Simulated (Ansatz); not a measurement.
# NiO (Fm-3m) in Ansatz: a series of runs

The runs below take NiO through phonons, single point, equation of state, with PBEsol, r2SCAN+D4.

All numbers are computed with Ansatz 0.2.0; they aren't measurements. Logs are shortened: lines on timing, memory, paths and dates and some standing lists are left out, and cuts for length are marked.

**What was measured.**

“Local correlations, non-local screening, multiplets, and band formation in NiO”, 2012, arxiv:1210.6675 quotes, for a bulk crystal of NiO: band gap 4.3 eV.

The runs below are set against these values where they give the same quantity.

## 1. The crystal as given

Symmetry: Fm-3m, No. 225, cubic system. Conventional cell: a = 4.172 Å, b = 4.172 Å, c = 4.172 Å, α = 90.00°, β = 90.00°, γ = 90.00°. Around Ni (site symmetry m-3m) lie 6 O at 2.09 Å. O (site symmetry m-3m) is surrounded by 6 Ni at 2.09 Å.

## 2. Phonons, PBEsol, collinear spin, ferromagnetic start

The input, input.yaml:

```yaml
crystal:
  lattice:
    - [0.0, 2.0859016414, 2.0859016414]
    - [2.0859016414, 0.0, 2.0859016414]
    - [2.0859016414, 2.0859016414, 0.0]
  atoms:
    - { symbol: Ni, position: [0.0, 0.0, 0.0], spin: 1.0 }
    - { symbol: O, position: [0.5, 0.5, 0.5] }
hamiltonian:
  xc: pbesol
  pseudopotentials: { kind: paw }
magnetization:
  spin_polarized: true
kpoints:
  mp_grid: { grid: [10, 10, 10] }
scf:
  occupations: { method: fermi_dirac, width: 0.05 }
phonons:
  method: dfpt
  qmesh: [2, 2, 2]
  temperatures: { t_max: 1000, t_step: 100 }
  qpath:
    path:
      - [[0.0, 0.0, 0.0], [0.5, 0.0, 0.5], [0.5, 0.25, 0.75], [0.375, 0.375, 0.75], [0.0, 0.0, 0.0], [0.5, 0.5, 0.5], [0.625, 0.25, 0.625], [0.5, 0.25, 0.75], [0.5, 0.5, 0.5], [0.375, 0.375, 0.75]]
      - [[0.625, 0.25, 0.625], [0.5, 0.0, 0.5]]
    npoints: 8
```

Potentials or basis: Ansatz PAW.

The run is started by

```console
$ ansatz run input.yaml --threads 2 --pin off --max-ram 5120MiB --backend cpu --events-out ev --progress --plain --runs-dir out
```

Standard output:

```text
Warning: RAYON_NUM_THREADS=2 ignored (pool sized by the plan → 2); use --threads N
Engine: ansatz 0.2.0, aarch64-unknown-linux-gnu
Pseudopotentials: kind: paw
Pseudopotential: Ni, paw, valence charge 18, recommended cutoff 420 eV (normal), Ni.paw.azcp
Pseudopotential: O, paw, valence charge 6, recommended cutoff 420 eV (normal), O.paw.azcp
Functional definition: PBEsol
  exchange = pbesol_x
  correlation = pbesol_c
Crystal: 2 atoms, lattice volume = 18.151 Å³
Basis set: ecut = 420 eV, 339 PW (Γ), exchange–correlation on 40×40×40 points (8 copies of the dense FFT grid, shifted against one another)
Bands: 17, of which v1, the nominal top of the filled ones, is band 12 counted from 1 (11 counted from 0)
Symmetry: 48 space group operations
Space group: Fm-3m (ITA 225), of the structure as read, at distance tolerance 2.6e-5 Å
Magnetic group: BNS 225.116 (UNI 1618), of the structure as read, at distance tolerance 2.6e-5 Å
k-points: 47 of 1000
Non-local potential: Ni, projectors of the file, l = 0: 3, l = 1: 2, l = 2: 3, l = 3: 1
Non-local potential: O, projectors of the file, l = 0: 2, l = 1: 2, l = 2: 1
PAW form: soft (Blöchl's): semilocal exchange-correlation on the pseudo side does not see the compensation charge
PAW frozen core: Ni, regenerated for the run's functional, and the local potential with it (the file was generated under x = pbe(κ = 0.804, μ = 0.2195149727645171), c = pbe(β = 0.06672455060314922))
PAW frozen core: O, regenerated for the run's functional, and the local potential with it (the file was generated under x = pbe(κ = 0.804, μ = 0.2195149727645171), c = pbe(β = 0.06672455060314922))
PAW one-centre angular grid: Ni, 590 points (default); XC on 64 Gauss nodes
PAW one-centre angular grid: O, 110 points (default); XC on 64 Gauss nodes
Initial density: superposition of atomic densities (chi_scale 0.1, normalization cell, long waves kept (reshape's long-wave potential 0.00 eV rms))
Starting moments: Σ|m| = 1 μB on 1 of 2 sites
Initial wavefunctions: pseudopotential atomic-orbital guess
Functional: x = pbesol(κ = 0.804, μ = 0.12345679012345678), c = pbesol(β = 0.046)
SCF 1 converged in 14 iterations: F = -6364.238463 eV  dr2 = 4.02e-12
Initial density: read from a saved state, or passed on in memory by an earlier SCF of this step, an earlier step, the calling program or the single point that the run made first
Starting moments: Σ|m| = 1 μB on 1 of 2 sites; this step starts from the density that it was given
Initial wavefunctions: those read from a saved state, or passed on in memory by an earlier step or the calling program
SCF 2 converged in 6 iterations: F = -6364.270091 eV  dr2 = 3.04e-8
SCF 3 converged in 2 iterations: F = -6364.270091 eV  dr2 = 7.11e-9
a single point of the input's cell can leave the moments in the input for a lower state (scf.lower_state_search): this run first made a single point of its cell. This run's own SCFs start from the density of the state that the single point found, with the moments in the input. The single point stayed on the moments in the input.
[... 19 lines left out ...]
NSCF: frozen V_eff on 47 k-points
NSCF: frozen V_eff on 102 k-points
DFPT response loops at q = (0, 0, 0) (fractional): preconditioner auto → Kerker (q_TF=auto, 2.858 Å⁻¹) (partly filled bands, converged f_vac=0.000); β = 1.00, the filter's whole step (`scf.mixing.beta` (0.30) is not read by the response loops under this deck's `scf.mixing.preconditioner`; to damp them name `kerker` or `kerker_dos`, under which they read `scf.mixing.beta`, and type it under 1.00, their step now; both keys bind the ground state too); Broyden in place of MSR1
NSCF: frozen V_eff on 564 k-points
DFPT response loops at q = (0, 0, -0.5) (fractional): mixed as the last ones told, above
NSCF: frozen V_eff on 342 k-points
DFPT response loops at q = (0, -0.5, -0.5) (fractional): mixed as the last ones told, above
SCF converged after 7 iterations
Magnetization: 1.4004 μB (12.7002 up, 11.2998 down)
Absolute magnetization: 1.4056 μB (∫|ρ↑−ρ↓|, with the PAW one-centre terms)
Spin contamination: 0.0075 ħ² per cell (⟨S²⟩ above its minimum at these occupations)
Per-site moments (μB) at R_I (Å): [(1.1433093254794886, 0.8604344270775), (0.21226963230102755, 0.8604344270775)]
Free energy (F): -6364.270091 eV
Harris-Foulkes:  -6364.270091 eV  (|F-HF|=3.64e-12)
Internal energy: -6364.258001 eV  (E = F + TS)
E sigma→0 (E₀):  -6364.264046 eV
Entropy (-TS):   -0.012090 eV (-6.045 meV/atom)
Fermi energy:    14.374637 eV
--- Per-component energies (eV) ---
  E_band       = -325.640138
  E_kinetic    = 451.862124
  E_local      = -3992.835324  (includes V_loc(G=0)·N_el)
  E_nonlocal   = 694.032184
  E_hartree    = 1643.453647
  E_xc         = -154.568911
  E_vxc        = -199.228726  (∫ρ·V_xc dr)
  E_paw        = -1751.638456  (= ΣΔE_a)
  E_vpaw       = -566.380820  (= ΣTr[D̂ρ^β])
  E_aug_tail   = 0.003068  (compensation charges beyond the density's cutoff)
  E_ewald      = -3254.798910
  E_core_change = 0.232577  (= ΣΔE_core)
  E_smearing   = -0.012090  (= −TS)
  E_closure    = -0.000000  (closes the sum)
  Σ components = -6364.270091   (vs F -6364.270091, Δ=0.00e0)
--- Band table (eV; the first three rows and the last of 94) ---
  k-point 0 ↑: bands = ["-89.3788", "-49.9085", "-49.9085", "-49.9085", "-6.1199", "11.1938", "11.1938", "11.1938", "11.6019", "11.6019", "11.9028", "11.9028", "11.9028", "15.7527", "31.8619", "33.0698", "33.0698"]
  k-point 1 ↑: bands = ["-89.3785", "-49.9116", "-49.9089", "-49.9089", "-6.0044", "10.2878", "10.4416", "10.4416", "11.9296", "11.9296", "12.1651", "12.4385", "12.4385", "16.4384", "29.8812", "32.7075", "32.7075"]
  k-point 2 ↑: bands = ["-89.3778", "-49.9196", "-49.9100", "-49.9100", "-5.6858", "8.7827", "9.6301", "9.6301", "12.1256", "12.1256", "12.4233", "13.3526", "13.3526", "17.7964", "27.4272", "31.3572", "31.3572"]
  k-point 46 ↓: bands = ["-87.9353", "-48.5285", "-48.5227", "-48.5165", "-4.1602", "8.0389", "8.7102", "9.0055", "13.0758", "13.5734", "13.7781", "14.3359", "15.0350", "22.8109", "24.9979", "25.3482", "28.3422"]
--- Phonons (Γ-DFPT): 2 representative perturbations + reference (Σ response iterations 6) ---
  ASR residual: 1.496e-3 → 0.000e0 eV/Å²; symmetrization residual: 1.975e-6 eV/Å²
  ASR residual per site (eV/Å²): 1.50e-3 3.82e-5
  Γ frequencies (cm⁻¹): 0.00 0.00 0.00 263.48 263.48 263.48
--- Phonons (arbitrary-q DFPT): 3 irreducible q on the 2×2×2 mesh ---
  q = [0.0000, 0.0000, 0.0000] (star 1, of the zone-centre solve; hermiticity 1.23e-6, symmetrization 9.54e-12): -0.00 -0.00 -0.00 263.48 263.48 263.48
  q = [0.0000, 0.0000, -0.5000] (star 4, 2 solved perturbations on 282 of 1000 k-point pairs; hermiticity 2.16e-11, symmetrization 1.08e-11): 144.96 144.96 180.16 180.16 270.40 372.25
  q = [0.0000, -0.5000, -0.5000] (star 3, 4 solved perturbations in 546 linear systems a pass and spin channel, the states on 171 of 1000 k-point pairs; hermiticity 5.04e-7, symmetrization 4.13e-11): 136.04 136.04 207.33 316.43 316.43 359.56
  sum rule: each row above includes the acoustic sum rule's correction from the zone centre's row sums; it moved no ω² by more than (2.63 cm⁻¹)²
  mesh force constants: q→R imaginary residual 2.05e-17; ASR residual 1.496e-3 → 0.000e0 eV/Å²; symmetrization residual 1.912e-15 eV/Å²
  interpolated dispersion: 82 rows × 6 modes
  density of states and harmonic sums: on the 26×26×26 q-mesh, interpolated from the force constants of a 2×2×2 supercell (no non-analytic term)
  largest difference from the sums on the solved wave vectors: F 4.61e-2 eV, S 7.84e-5 and C_V 3.23e-5 eV/K
  zero-point energy: 0.083957 eV/cell   skipped modes (ω ≤ 0): 3   left out of the sums: 2.84e-5 of the cell's modes: C_V's classical limit lies that fraction below 3 k_B per atom; for a crystal, a wire or a layer, F and S can be off by more, and a phonons.interpolated_qmesh denser along its periods is the remedy for the sampling
```

phbands.tsv:

```text
# q_distance	omega_0_inv_cm	omega_1_inv_cm	omega_2_inv_cm	omega_3_inv_cm	omega_4_inv_cm	omega_5_inv_cm	omega_0_thz	omega_1_thz	omega_2_thz	omega_3_thz	omega_4_thz	omega_5_thz
[... 81 lines left out ...]
9.335197	140.698163	163.906298	205.453909	296.516386	322.941016	348.910703	4.218025	4.913787	6.159353	8.889338	9.681528	10.460080
9.401758	139.090570	154.971923	206.218735	303.537968	320.798570	352.631412	4.169830	4.645941	6.182282	9.099839	9.617299	10.571624
9.468319	137.787371	147.231240	206.746164	309.113234	318.978415	355.613602	4.130761	4.413882	6.198094	9.266982	9.562732	10.661028
9.534881	136.825978	141.203534	207.085800	313.156863	317.591805	357.791385	4.101940	4.233175	6.208276	9.388207	9.521163	10.726316
9.601442	136.236257	137.359864	207.274466	315.607617	316.724004	359.117201	4.084260	4.117945	6.213932	9.461678	9.495147	10.766063
9.668003	136.037467	136.037467	207.334807	316.428636	316.428636	359.562339	4.078301	4.078301	6.215741	9.486292	9.486292	10.779408
```

It took 50 s on 2 threads of Arm Neoverse V1, shared host; peak memory 0.72 GiB.

Results:

* Free energy: -6364.2701 eV
* Band gap on the k mesh: none (metal or under the smearing width)
* Net moment: 1.40 μB per cell
* Absolute moment: 1.41 μB per cell
* Site moments: Ni +1.14; O +0.21 μB
* Highest phonon frequency: 372 cm⁻¹

Phonon frequencies in cm⁻¹ (negative: imaginary):
```
                q point              frequencies
  (0.000, 0.000, 0.000)        0 0 0 263 263 263
 (0.000, 0.000, -0.500)  145 145 180 180 270 372
(0.000, -0.500, -0.500)  136 136 207 316 316 360
```

Caveat: the q mesh is small, so phonon branches between its points and thermal values are rough; a cell with one magnetic atom can't hold antiferromagnetic order, which such compounds often take; semilocal functionals often make such compounds metallic where correlation or magnetic order opens a gap, which also shifts bond lengths; the PAW data sets come from PBE, with cores solved anew for the run's functional, which leaves a small shift of forces and pressure.

[end of part 1 of 2]
